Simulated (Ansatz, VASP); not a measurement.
**MnO in VASP and in Ansatz**

Contents of INCAR:

```
PREC = Accurate ; ENCUT = 520
EDIFF = 1E-6 ; ISMEAR = -1
SIGMA = 0.02 ; LREAL = False
LASPH = True ; NELM = 150
ALGO = Normal ; ISIF = 2
LWAVE = False ; LCHARG = True
ISPIN = 2 ; MAGMOM = 0.45 0
LORBIT = 11 ; LMAXMIX = 4
LDAU = True ; LDAUTYPE = 2
LDAUL = 2 -1 ; LDAUU = 2.8 0
LDAUJ = 0 0 ; LDAUPRINT = 1
GGA = PE ; LELF = True
LVHAR = True ; NBANDS = 20
```

Contents of KPOINTS:

```
regular mesh
0
Gamma
  9 9 9
```

The input POSCAR:

```
MnO
1.0
    0.0000000000      2.2400000000      2.2400000000
    2.2400000000      0.0000000000      2.2400000000
    2.2400000000      2.2400000000      0.0000000000
Mn O
1 1
Direct
    0.0000000000      0.0000000000      0.0000000000
    0.5000000000      0.5000000000      0.5000000000
```

Input for Ansatz:

```yaml
crystal:
  lattice:
    - [0.0, 2.24, 2.24]
    - [2.24, 0.0, 2.24]
    - [2.24, 2.24, 0.0]
  atoms:
    - { symbol: Mn, position: [0.0, 0.0, 0.0], spin: 0.45 }
    - { symbol: O, position: [0.5, 0.5, 0.5] }
magnetization:
  spin_polarized: true
hamiltonian:
  xc: pbe
  pseudopotentials: { kind: paw }
  hubbard: { sites: [{ species: Mn, l: d, u_eff: 2.8 }] }
basis:
  ecutwfc: 420
kpoints:
  mp_grid: { grid: [9, 9, 9] }
scf:
  occupations: { method: fermi_dirac, width: 0.02 }
  lower_state_search: "off"
output:
  forces: true
  stress: true
```

Change from the starting cell: parallel moments scaled by 0.1, free total moment.

Alike in both runs: task single point; functional PBE; k mesh 9 × 9 × 9; occupations fermi-dirac, width 0.02 eV; collinear spin; Hubbard terms Mn d U = 2.8 eV.

|  | VASP | Ansatz |
| --- | --- | --- |
| version | VASP 6.6.1 | Ansatz 0.2.0 |
| potentials or method | VASP PAW PBE potentials, release 64 (Mn_pv, O) | PAW, plane waves, scalar-relativistic |
| plane-wave cutoff (eV) | 520 | 420 |
| valence electrons in the cell | 19 | 21 |

|  | VASP | Ansatz | Ansatz less VASP |
| --- | --- | --- | --- |
| pressure (GPa) | 3.1 | 4.2 | +1.03 |
| net moment per atom (μB) | 2.50 | 2.50 | 0.000 |
| size of the moment on the site where the two differ most (μB) | 4.59 | 4.27 | -0.318 |

Site moments also hang on the region over which each program counts them. The programs project onto different local orbitals, so the same U acts differently. The two sets of potentials don't hold the same shells in valence. Ansatz warned: «filled_band_counts_differ_across_k_points».

Caveats: a cell with one magnetic atom can't hold antiferromagnetic order, which such compounds often take. The state reached can hang on the start; a lower one may exist.
